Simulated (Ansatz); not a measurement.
SiO₂: phonons across the zone

All numbers below come from DFT PBE, scalar-relativistic, plane waves, PAW in Ansatz. Cutoff 420 eV, 6×6×8 k-points (Γ-centred), fixed occupations. No spin polarisation. Phonons by linear response, acoustic sum rule imposed.

Relaxed structure:
```
Si O
1.0
     4.23613    0.00000    0.00000
     0.00000    4.23613    0.00000
     0.00000    0.00000    2.69046
Si O
2 4
Direct
  0.50000 0.50000 0.50000
  0.00000 0.00000 0.00000
  0.19302 0.80698 0.50000
  0.30698 0.30698 0.00000
  0.80698 0.19302 0.50000
  0.69302 0.69302 0.00000
```

The cell has the rutile type, in a space group that the Crystallography Open Database lists for this formula; it was reached from a generator's guess. The q mesh is coarse, so values between its points are rough.

Force constants from linear response on a 2×2×4 q mesh.

Q: Is the structure dynamically stable on this mesh?

A: Yes, on this mesh: no mode is imaginary.

Q: Give the frequencies (cm⁻¹; i marks imaginary ones) at the irreducible q points, in fractions of the reciprocal vectors, the Γ row without the LO field.

A:
```tsv
q	star	frequencies
0.000 0.000 0.000	1	0 0 0 221 369 426 426 532 532 558 558 571 628 719 722 797 797 904
0.000 0.000 0.250	2	220 220 305 374 414 414 484 484 539 555 639 639 702 702 730 745 881 976
0.000 0.000 -0.500	1	360 360 385 385 433 433 443 443 595 595 620 620 702 702 798 798 851 851
0.000 -0.500 0.000	2	260 260 266 266 364 364 479 479 553 553 567 567 677 677 776 776 950 950
0.000 -0.500 0.250	4	292 292 325 325 422 422 493 493 509 509 613 613 666 666 821 821 885 885
0.000 -0.500 -0.500	2	319 319 354 354 398 398 440 440 542 542 655 655 763 763 794 794 835 835
-0.500 -0.500 0.000	1	232 232 291 291 425 425 430 430 513 513 568 568 672 672 848 848 870 870
-0.500 -0.500 0.250	2	279 279 359 359 420 420 490 490 492 492 658 658 679 679 737 737 887 887
-0.500 -0.500 -0.500	1	299 299 399 399 415 415 440 440 588 588 609 609 727 727 735 735 868 868
```
